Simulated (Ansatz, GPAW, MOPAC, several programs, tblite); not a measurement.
## Many methods on one cell: CrO2 (2H monolayer)

CrO2 as a 2H monolayer, relaxed with r2SCAN in Ansatz, was computed with several methods. The sheet's in-plane cell has a = 2.599 Å, b = 2.599 Å (γ = 120.0°), and its outermost atoms lie 2.29 Å apart along the normal. Cr is surrounded by 6 O at 1.89 Å and 6 Cr at 2.60 Å; O is surrounded by 3 Cr at 1.89 Å. No spin polarisation. The prototype was imposed, so other structures may be more stable.

```xyz
3
Lattice="2.5992 0.0000 0.0000 -1.2996 2.2510 0.0000 0.0000 0.0000 28.8148" Properties=species:S:1:pos:R:3 pbc="T T F"
Cr    0.0000    1.5007    9.0000
O     1.2996    0.7503   10.1450
O     1.2996    0.7503    7.8550
```
Periodic in the plane only; c spans the vacuum.

Gaps and times are for a single point on this cell. Times are rough, from shared hosts (Arm Neoverse N1), and each method has its own mesh and cell size. PM6 (MOPAC): levels, charges or heat of formation failed a check of plausibility, so no values are given. PM6 (MOPAC), PM7 (MOPAC), GFN1-xTB (tblite), GFN2-xTB (tblite) treat a cluster of cells at its zone centre, which samples few k points: where these miss a band edge, the gap comes out too large for that reason alone. Gaps from k meshes are read at a limited set of points (mesh, symmetry points, PBE's band edges), so each method's own least gap may be somewhat smaller. xTB and the PM methods were fitted mostly to molecules, and can miss a solid's gap by electronvolts. Minimal bases can be far off for gaps. The open d shell was run without spin, which may not be the ground state of these methods, hybrids least of all. GLLB-SC's gap includes the derivative discontinuity. d marks a direct gap, i an indirect one (no mark: not told apart), a dash a value that wasn't computed or didn't pass its checks.

| method | kind | gap (eV) | atoms computed | processor time |
| --- | --- | --- | --- | --- |
| GFN1-xTB (tblite) | tight binding | 0.68 | 48 | 2.2 s |
| GFN2-xTB (tblite) | tight binding | 0.19 | 48 | 3.1 s |
| light PBE (260 eV and a coarse mesh) | light plane-wave | 0.42 i | 3 | 3.7 s |
| PM7 (MOPAC) | semi-empirical | 5.56 | 48 | 6.5 s |
| PM6 (MOPAC) | semi-empirical | – | 48 | 7.6 s |
| PBE | semilocal | 0.41 i | 3 | 15 s |
| PBE/single zeta (GPAW) | small basis | overlap 0.23 | 3 | 19 s |
| r2SCAN | semilocal | 0.43 i | 3 | 37 s |
| GLLB-SC (GPAW) | model potential | 0.49 | 3 | 65 s |
